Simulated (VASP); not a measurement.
A run of VASP 6.6.1 is set up as follows.

POSCAR

```
SiC
1.0
    3.0600491012      0.0000000000      0.0000000000
   -1.5300245506      2.6500802585      0.0000000000
    0.0000000000     -0.0000000000     15.0131905981
  Si              C
     6     6
Direct
     0.0000000000000000    0.0000000000000000    0.9999603561840656
     0.3333333332999970    0.6666666667000030    0.1666899280072743
     0.6666666667000030    0.3333333332999970    0.3331911065613805
     0.0000000000000000    0.0000000000000000    0.4999603561840656
     0.6666666667000030    0.3333333332999970    0.6666899280072743
     0.3333333332999970    0.6666666667000030    0.8331911065613806
     0.0000000000000000    0.0000000000000000    0.1252935097204543
     0.3333333332999970    0.6666666667000030    0.2916854890885144
     0.6666666667000030    0.3333333332999970    0.4581796104383108
     0.0000000000000000    0.0000000000000000    0.6252935097204544
     0.6666666667000030    0.3333333332999970    0.7916854890885145
     0.3333333332999970    0.6666666667000030    0.9581796104383107
```

Contents of INCAR.step1:

```
ALGO = Normal
EDIFF = 1E-8
EDIFFG = -0.002
ENCUT = 600
IBRION = 2
ISIF = 3
ISMEAR = -1
KPAR = 4
LASPH = True
LCHARG = False
LREAL = False
LWAVE = False
NELM = 60
NSW = 40
PREC = Accurate
SIGMA = 0.05
```

The input INCAR.step2:

```
ALGO = Normal
EDIFF = 1E-8
ENCUT = 600
IBRION = 8
ISIF = 2
ISMEAR = -1
KPAR = 4
LASPH = True
LCHARG = False
LEPSILON = True
LREAL = False
LWAVE = False
NELM = 60
NSW = 1
PREC = Accurate
SIGMA = 0.05
```

The input KPOINTS:

```
k-points
0
Gamma
  10 10 2
```

Potentials or basis: VASP PAW LDA potentials, release 64 (Si, C).

The run is started by

```bash
$ cat potpaw_LDA.64/Si/POTCAR potpaw_LDA.64/C/POTCAR > POTCAR
$ cp INCAR.step1 INCAR
$ mpirun -np 4 vasp_std > vasp.out
$ cp CONTCAR POSCAR
$ cp INCAR.step2 INCAR
$ mpirun -np 4 vasp_std > vasp.out
```

(1) What does it give for the electronic dielectric tensor (diagonal)?

(2) Estimate the Born charges (mean of the diagonal).

(3) Predict the highest phonon frequency at Γ, LO-TO splitting left out.

Answers

(1) 7.00, 7.00, 7.22.

(2) Si +2.66, +2.76, +2.75; C -2.71, -2.72, -2.73 e.

(3) 948 cm⁻¹.
